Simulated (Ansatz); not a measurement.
A one-shot G0W0 calculation of BaO (started from an entry of an open crystallographic database) with Ansatz, at the level G0W0@PBE with 152 empty bands, a screening cutoff of 150 eV and a 4×4×4 mesh. The cell was relaxed with r2SCAN and then strained, so it isn't that functional's minimum.

```yaml
crystal:
  lattice:
    - [0.0, 2.6366720357, 2.6366720357]
    - [2.6366720357, 0.0, 2.6366720357]
    - [2.6366720357, 2.6366720357, 0.0]
  atoms:
    - { symbol: Ba, position: [0.0, 0.0, 0.0] }
    - { symbol: O, position: [0.5, 0.5, 0.5] }
kpoints:
  mp_grid: { grid: [4, 4, 4] }
hamiltonian:
  xc: pbe
scf:
  occupations: { method: fixed }
gw:
  n_empty_bands: 152
  ecut_chi: 150
  qp_bands: [v2, c2]
  qp_kpoints: band_edges
  screening: { model: contour_deformation }
```

Some lines of the output have been replaced by numbered gaps.
```
Pseudopotential: Ba, paw, valence charge 10, recommended cutoff 420 eV (normal)
Pseudopotential: O, paw, valence charge 6, recommended cutoff 420 eV (normal)
Functional definition: PBE
Crystal: 2 atoms, lattice volume = 36.660 Å³
[1]
Bands: 12, of which v1, the nominal top of the filled ones, is band 8 counted from 1 (7 counted from 0)
Symmetry: 48 space group operations
Space group: Fm-3m (ITA 225)
k-points: 8 of 64
SCF 1 converged in 7 iterations: F = -6519.245098 eV  dr2 = 5.83e-9
Free energy (F): -6519.245098 eV
Fermi energy:    10.834195 eV
--- G₀W₀: contour deformation, 7 samples at zero and on the imaginary axis and 2 off it, 64 q-points, 152 empty bands' worth ---
    ik  band        ε_KS         Σx   Σc(E_QP)       V_xc       Z   E_QP_lin       E_QP  E_QP is
     0     7      9.8793   -24.7450     4.4302   -19.5781  0.7349     9.1292     9.1426  root
     0     8  [2]
     0     9     15.0843    -7.1792    -4.2051   -11.8526  0.8233    15.5563    15.5527  root
     0    10     15.3890    -6.6350    -4.4720   -11.7475  0.8167    16.0370    16.0294  root
     1     7      9.1537   -23.7437     4.5206   -18.4178  0.7266     8.3285     8.3484  root
     1     8  [3]
     1     9  [4]
     1    10     16.5312    -7.2759    -4.7264   -12.8149  0.8076    17.3529    17.3439  root
     3     7     10.0192   -24.7782     4.3079   -19.7265  0.7390     9.2621     9.2754  root
     3     8  [5]
     3     9  [6]
     3    10     16.7680    -7.5823    -4.4981   -12.6897  0.8101    17.3845    17.3773  root
     5     7      8.7312   -23.6100     4.6954   -18.0867  0.7175     7.8812     7.9033  root
     5     8     10.1516   -24.6549     4.1264   -19.7685  0.7446     9.3781     9.3917  root
     5     9     15.3404    -7.3261    -4.4530   -12.4739  0.8043    16.0446    16.0351  root
     5    10  [7]
     6     7  [8]
     6     8  [9]
     6     9     12.2525    -5.7504    -3.9912   -10.1030  0.8300    12.6156    12.6138  root
     6    10     17.4322    -9.1758    -4.4881   -14.5047  0.8119    18.2865    18.2730  root
     7     7     10.4890   -25.1563     4.0520   -20.3776  0.7477     9.7508     9.7623  root
     7     8     10.4890   -25.1563     4.0520   -20.3776  0.7477     9.7508     9.7623  root
     7     9     15.2005    -7.0270    -4.4629   -12.1542  0.8080    15.8736    15.8649  root
     7    10     15.2005    -7.0270    -4.4629   -12.1542  0.8080    15.8736    15.8649  root
```

The points are ik 0 = (0, 0, 0) (Γ), ik 1 = (0, 0, 1/4), ik 3 = (0, 1/4, 1/4), ik 5 = (0, 1/4, -1/4), ik 6 = (0, -1/2, -1/2) (X), ik 7 = (1/4, -1/2, -1/4) (W); band 8 is the last filled one.

Question: Fill in the blanks. They hold quasiparticle rows, cutoff and plane waves at Γ.

Answer:
```
[1]
Basis set: ecut = 420 eV, 725 PW (Γ)
[2]
     0     8      9.8793   -24.7450     4.4302   -19.5781  0.7349     9.1292     9.1426  root
[3]
     1     8      9.1537   -23.7437     4.5206   -18.4178  0.7266     8.3285     8.3484  root
[4]
     1     9     15.0139    -7.6502    -4.2761   -12.6142  0.8041    15.7093    15.7018  root
[5]
     3     8     10.0192   -24.7782     4.3079   -19.7265  0.7390     9.2621     9.2754  root
[6]
     3     9     13.3226    -5.8689    -4.1944   -10.5273  0.8252    13.7891    13.7867  root
[7]
     5    10     16.8251    -8.8816    -4.5330   -14.1747  0.7783    17.5972    17.5851  root
[8]
     6     7     10.3379   -25.2305     4.2172   -20.3039  0.7423     9.6173     9.6285  root
[9]
     6     8     10.8342   -25.7312     4.0162   -21.0279  0.7493    10.1374    10.1471  root
```
Only the leading digits can be foreseen; the rest is this run's record.

Command: `ansatz run input.yaml --threads 4 --pin off --max-ram 5529MiB --backend cpu --events-out ev --progress --plain --runs-dir out`. It took 5.8 s on 4 threads of Arm Neoverse V1 (shared host), load about 1.2 per core; peak host memory 0.41 GiB.

Calculated for a static, non-magnetic cell.

The runs are scalar-relativistic, without spin-orbit coupling.
